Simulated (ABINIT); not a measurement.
# Ge (P-1) in ABINIT: single point with LDA

Aim: the single point of Ge with LDA.

All numbers are computed with ABINIT 10.8.3 (patched build); they aren't measurements. Logs are shortened: lines on timing, memory, paths and dates and some standing lists are left out, and cuts for length are marked. The log counts tension as positive stress, the text compression.

## Step 1: The cell of the first run

The typed cell holds 1 atom: a = 2.934 Å, b = 2.924 Å, c = 2.957 Å, α = 113.25°, β = 113.58°, γ = 101.30°.

The cell was built by a generator and needn't be a form met in nature.

## Step 2: Single point, LDA, spin-orbit coupling, no magnetisation (cell strained at random)

Contents of run.abi:

```
# Pseudopotentials
pp_dirpath "./"
pseudos "Ge.hgh"

# Structure
acell 5.5440335107 5.5262143432 5.5874604669
rprim
    -0.5469950316     0.5462809349     0.6343292328
     0.5480995136    -0.5457458255     0.6338362700
     0.5520822781     0.5491023238    -0.6274486403
ntypat 1
znucl 32
natom 1
typat 1
xred
     0.5000000000     0.5000000000     0.0000000000
chkprim 0
chksymtnons 0
tolsym 1.0e-6

# Plane-wave basis
ecut 14.0

# k points
kptopt 1
ngkpt 9 9 9
nshiftk 1
shiftk 0.0 0.0 0.0

# Exchange and correlation
ixc 7

# Bands and occupations
nband 12
occopt 3
tsmear 0.00183747

# Spin
nspinor 2
nspden 1
so_psp 1*1

# SCF cycle
nstep 100
tolvrs 1.0e-10

# Output
iomode 3
prtwf 0
prtden 0
prteig 0
prtebands 0
```

Potentials or basis: HGH LDA.

On the command line:

```console
> abinit run.abi > log 2>&1
```

run.abo:

```text
.Version 10.8.3 of ABINIT
 Symmetries : space group P-1 (#  2); Bravais aP (primitive triclinic)
================================================================================
 Values of the parameters that define the memory need of the present run
     intxc =       0    ionmov =       0      iscf =       7    lmnmax =       9
     lnmax =       9     mgfft =      20  mpssoang =       5    mqgrid =    3001
     natom =       1  nloc_mem =       1    nspden =       1   nspinor =       2
    nsppol =       1      nsym =       2    n1xccc =       0    ntypat =       1
    occopt =       3   xclevel =       1
       mpw =         338          nfft =        8000          nkpt =         365
================================================================================
================================================================================

--------------------------------------------------------------------------------
------------- Echo of variables that govern the present computation ------------
--------------------------------------------------------------------------------
 -outvars: echo values of preprocessed input variables --------
            acell      5.5440335107E+00  5.5262143432E+00  5.5874604669E+00 Bohr
              amu      7.26100000E+01
          chkprim           0
      chksymtnons           0
             ecut      1.40000000E+01 Hartree
                       outvar_i_n : Printing only first  50 k-points.
              ixc           7
                       outvar_i_n : Printing only first  50 k-points.
         kptrlatt        9    0    0      0    9    0      0    0    9
          kptrlen      4.97359291E+01
            natom           1
            nband          12
            ngfft          20      20      20
             nkpt         365
          nspinor           2
            nstep         100
             nsym           2
           ntypat           1
                       prtocc : prtvol=0, do not print more k-points.
           occopt           3
           prtden           0
        prtebands           0
           prteig           0
            prtwf           0
            rprim     -5.4699503160E-01  5.4628093490E-01  6.3432923280E-01
                       5.4809951360E-01 -5.4574582550E-01  6.3383627000E-01
                       5.5208227810E-01  5.4910232380E-01 -6.2744864030E-01
          spgroup           2
           tolsym      1.00000000E-06
           tolvrs      1.00000000E-10
           tsmear      1.83747000E-03 Hartree
            typat      1
                       outvars : Printing only first  50 k-points.
           xangst     -9.6399995999E-04  3.3580000161E-03  1.8572684988E+00
            xcart     -1.8216959098E-03  6.3457003613E-03  3.5097288050E+00
             xred      5.0000000000E-01  5.0000000000E-01  6.2101938364E-18
            znucl       32.00000

================================================================================

 chkinp: Checking input parameters for consistency.

================================================================================
== DATASET  1 ==================================================================

--- !DatasetInfo
iteration_state: {dtset: 1, }
dimensions: {natom: 1, nkpt: 365, mband: 12, nsppol: 1, nspinor: 2, nspden: 1, mpw: 338, }
cutoff_energies: {ecut:  14.0, pawecutdg:  -1.0, }
electrons: {nelect:   4.00000000E+00, charge:   0.00000000E+00, occopt:   3.00000000E+00, tsmear:   1.83747000E-03, }
meta: {optdriver: 0, ionmov: 0, optcell: 0, iscf: 7, paral_kgb: 0, }
...

 Exchange-correlation functional for the present dataset will be:
  LDA: Perdew-Wang 92 LSD fit to Ceperley-Alder data - ixc=7
  J.P.Perdew and Y.Wang, PRB 45, 13244 (1992)

 Real(R)+Recip(G) space primitive vectors, cartesian coordinates (Bohr,Bohr^-1):
 R(1)= -3.0325588  3.0285998  3.5167425  G(1)= -0.0013251  0.1637807  0.1421643
 R(2)=  3.0289154 -3.0159084  3.5027151  G(2)=  0.1636554 -0.0016555  0.1425491
 R(3)=  3.0847379  3.0680875 -3.5058445  G(3)=  0.1621801  0.1626358 -0.0002099
 Unit cell volume ucvol=  1.3080822E+02 bohr^3
 Angles (23,13,12)=  1.13251878E+02  1.13580126E+02  1.01295982E+02 degrees

 getcut: wavevector=  0.0000  0.0000  0.0000  ngfft=  20  20  20
         ecut(hartree)=     14.000   => boxcut(ratio)=   2.12533

--- Pseudopotential description ------------------------------------------------
- pspini: atom type   1  psp file is ./Ge.hgh
    3    1    2    0      2001   0.00000      pspcod,pspxc,lmax,lloc,mmax,r2well

 pspatm : COMMENT -
  the projectors are not normalized,
  so that the KB energies are not consistent with
  definition in PRB44, 8503 (1991).
  However, this does not influence the results obtained hereafter.

   2.93148294E+01                                ecore*ucvol(ha*bohr**3)
--------------------------------------------------------------------------------

================================================================================

--- !BeginCycle
iteration_state: {dtset: 1, }
solver: {iscf: 7, nstep: 100, nline: 4, wfoptalg: 0, }
tolerances: {tolvrs: 1.00E-10, }
...

     iter   Etot(hartree)      deltaE(h)  residm     vres2
 ETOT  1  -3.9785137883070    -3.979E+00 4.234E-02 3.141E+00
 ETOT  2  -3.9811669629173    -2.653E-03 1.527E-02 5.051E-02
 ETOT  3  -3.9811865054348    -1.954E-05 1.457E-03 1.066E-04
 ETOT  4  -3.9811865350972    -2.966E-08 6.054E-04 5.374E-07
 ETOT  5  -3.9811865352311    -1.339E-10 2.392E-04 7.036E-09
 ETOT  6  -3.9811865352329    -1.831E-12 1.386E-04 7.126E-11

 At SCF step    6       vres2   =  7.13E-11 < tolvrs=  1.00E-10 =>converged.

 Cartesian components of stress tensor (hartree/bohr^3)
  sigma(1 1)=  1.61517140E-04  sigma(3 2)=  2.35091872E-06
  sigma(2 2)=  1.75882036E-04  sigma(3 1)=  1.20562938E-07
  sigma(3 3)=  2.86975456E-04  sigma(2 1)= -1.56300927E-05

--- !ResultsGS
iteration_state: {dtset: 1, }
comment   : Summary of ground state results
lattice_vectors:
- [ -3.0325588,   3.0285998,   3.5167425, ]
- [  3.0289154,  -3.0159084,   3.5027151, ]
- [  3.0847379,   3.0680875,  -3.5058445, ]
lattice_lengths: [   5.54403,    5.52621,    5.58746, ]
lattice_angles: [113.252, 113.580, 101.296, ] # degrees, (23, 13, 12)
lattice_volume:   1.3080822E+02
convergence: {deltae: -1.831E-12, res2:  7.126E-11, residm:  1.386E-04, diffor: null, }
etotal    :  -3.98118654E+00
entropy   :   0.00000000E+00
fermie    :   2.08017028E-01
cartesian_stress_tensor: # hartree/bohr^3
- [  1.61517140E-04,  -1.56300927E-05,   1.20562938E-07, ]
- [ -1.56300927E-05,   1.75882036E-04,   2.35091872E-06, ]
- [  1.20562938E-07,   2.35091872E-06,   2.86975456E-04, ]
pressure_GPa:  -6.1232E+00
xred      :
- [  5.0000E-01,   5.0000E-01,   6.2102E-18, Ge]
cartesian_forces: # hartree/bohr
- [ -0.00000000E+00,  -0.00000000E+00,  -0.00000000E+00, ]
force_length_stats: {min:   0.00000000E+00, max:   0.00000000E+00, mean:   0.00000000E+00, }
...

 Integrated electronic density in atomic spheres:
 ------------------------------------------------
 Atom  Sphere_radius  Integrated_density
    1        2.00000          1.59292149
================================================================================

 ----iterations are completed or convergence reached----

 Mean square residual over all n,k,spin=   20.665E-08; max=  13.864E-05
 reduced coordinates (array xred) for    1 atoms
       0.500000000000      0.500000000000      0.000000000000
 rms dE/dt=  0.0000E+00; max dE/dt=  0.0000E+00; dE/dt below (all hartree)
    1       0.000000000000      0.000000000000      0.000000000000

 cartesian coordinates (angstrom) at end:
    1     -0.00096399995999     0.00335800001611     1.85726849878900

 cartesian forces (hartree/bohr) at end:
    1     -0.00000000000000    -0.00000000000000    -0.00000000000000
 frms,max,avg= 0.0000000E+00 0.0000000E+00   0.000E+00  0.000E+00  0.000E+00 h/b

 cartesian forces (eV/Angstrom) at end:
    1     -0.00000000000000    -0.00000000000000    -0.00000000000000
 frms,max,avg= 0.0000000E+00 0.0000000E+00   0.000E+00  0.000E+00  0.000E+00 e/A
 length scales=  5.544033510700  5.526214343200  5.587460466900 bohr
              =  2.933776188355  2.924346691003  2.956756743899 angstroms
 Fermi (or HOMO) energy (hartree) =   0.20802   Average Vxc (hartree)=  -0.35309
 Eigenvalues (hartree) for nkpt= 365  k points:
 kpt#   1, nband= 12, wtk=  0.00137, kpt=  0.0000  0.0000  0.0000 (reduced coord)
  -0.26849   -0.26849    0.51109    0.51109    0.52872    0.52872    0.53616    0.53616
   0.71179    0.71179    0.71848    0.71848
      occupation numbers for kpt#   1
   1.00000    1.00000    0.00000    0.00000    0.00000    0.00000    0.00000    0.00000
   0.00000    0.00000    0.00000    0.00000
 prteigrs : prtvol=0 or 1, do not print more k-points.

--- !EnergyTerms
iteration_state     : {dtset: 1, }
comment             : Components of total free energy in Hartree
kinetic             :  1.46658424623603E+00
hartree             :  4.70013967199049E-02
xc                  : -1.14069771312291E+00
Ewald energy        : -4.55136840566400E+00
psp_core            :  2.24105405440430E-01
local_psp           : -4.03712762595862E-01
non_local_psp       :  3.77117230070880E-01
internal            : -3.98097060291552E+00
'-kT*entropy'       : -2.15932317399371E-04
total_energy        : -3.98118653523292E+00
total_energy_eV     : -1.08333604527522E+02
band_energy         :  4.66372765318585E-02
...

 Cartesian components of stress tensor (hartree/bohr^3)
  sigma(1 1)=  1.61517140E-04  sigma(3 2)=  2.35091872E-06
  sigma(2 2)=  1.75882036E-04  sigma(3 1)=  1.20562938E-07
  sigma(3 3)=  2.86975456E-04  sigma(2 1)= -1.56300927E-05

-Cartesian components of stress tensor (GPa)         [Pressure= -6.1232E+00 GPa]
- sigma(1 1)=  4.75199833E+00  sigma(3 2)=  6.91664167E-02
- sigma(2 2)=  5.17462815E+00  sigma(3 1)=  3.54708411E-03
- sigma(3 3)=  8.44310940E+00  sigma(2 1)= -4.59853203E-01

== END DATASET(S) ==============================================================
================================================================================

 -outvars: echo values of variables after computation  --------
            acell      5.5440335107E+00  5.5262143432E+00  5.5874604669E+00 Bohr
           etotal     -3.9811865352E+00
            fcart     -0.0000000000E+00 -0.0000000000E+00 -0.0000000000E+00
            rprim     -5.4699503160E-01  5.4628093490E-01  6.3432923280E-01
                       5.4809951360E-01 -5.4574582550E-01  6.3383627000E-01
                       5.5208227810E-01  5.4910232380E-01 -6.2744864030E-01
           strten      1.6151714044E-04  1.7588203580E-04  2.8697545573E-04
                       2.3509187195E-06  1.2056293831E-07 -1.5630092675E-05
           xangst     -9.6399995999E-04  3.3580000161E-03  1.8572684988E+00
             xred      5.0000000000E-01  5.0000000000E-01  6.2101938364E-18
 Calculation completed.
```

Wall time 48 s (1 thread of Arm Neoverse V1, shared host); peak memory 0.1 GiB.

Results:

| Item | Value |
| --- | --- |
| Free energy | -108.3336 eV |
| Pressure | -6.1 GPa |
| Band gap on the k mesh | none (metal or under the smearing width) |
| Valence electrons inside the program's atomic spheres | Ge 1.59 (radii [1.0584] Å) |

Caveat: HGH potentials are hard and often keep d shells in the core, so these values are rough.
